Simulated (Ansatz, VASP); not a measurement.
One calculation of InPd, two programs

File INCAR:

```
ALGO = Fast ; EDIFF = 1E-8
ENCUT = 520 ; GGA = CA
ISIF = 2 ; ISMEAR = -1
LASPH = True ; LCHARG = False
LEFG = True ; LREAL = False
LWAVE = False ; NBANDS = 18
NELM = 80 ; PREC = Accurate
SIGMA = 0.03
```

Contents of KPOINTS:

```
k-points
0
Gamma
  13 13 13
```

The input POSCAR:

```
InPd
1.0
    3.2056610580      0.0000000000      0.0000000000
    0.0000000000      3.2056610580      0.0000000000
    0.0000000000      0.0000000000      3.2056610580
In Pd
1 1
Direct
    0.0000000000      0.0000000000      0.0000000000
    0.5000000000      0.5000000000      0.5000000000
```

Input for Ansatz:

```yaml
crystal:
  lattice:
    - [3.205661058, 0.0, 0.0]
    - [0.0, 3.205661058, 0.0]
    - [0.0, 0.0, 3.205661058]
  atoms:
    - { symbol: In, position: [0.0, 0.0, 0.0] }
    - { symbol: Pd, position: [0.5, 0.5, 0.5] }
kpoints:
  mp_grid: { grid: [13, 13, 13] }
scf:
  occupations: { method: fermi_dirac, width: 0.03 }
hamiltonian:
  xc: lda
  pseudopotentials: { kind: all_electron, datasets: crystal }
output:
  forces: true
  stress: true
  eigenvalues: true
  efg: { contact_densities: true }
```

Change from the starting cell: volume scaled by 0.9405, crystal datasets.

Alike in both runs: task electric field gradients; functional LDA; k mesh 13 × 13 × 13; occupations fermi-dirac, width 0.03 eV; no spin polarisation.

|  | VASP | Ansatz |
| --- | --- | --- |
| version | VASP 6.6.1 | Ansatz 0.2.0 |
| potentials or method | VASP PAW LDA potentials, release 64 (In_d, Pd) | all-electron PAW with datasets made for the crystal, scalar-relativistic |
| plane-wave cutoff (eV) | 520 | see its input |

VASP gave:

* pressure (GPa): 1.8
* Vzz of the field gradient on the site that differs most (V/Å²): 0.0

Task: Which values does Ansatz return?

Result: Pressure (GPa): 1.3; Vzz of the field gradient on the site that differs most (V/Å²): 0.0.

Ansatz ran all-electron here, so the differences hold the error of VASP's frozen core and of both bases. Ansatz warned: «gradients_without_spin_orbit».
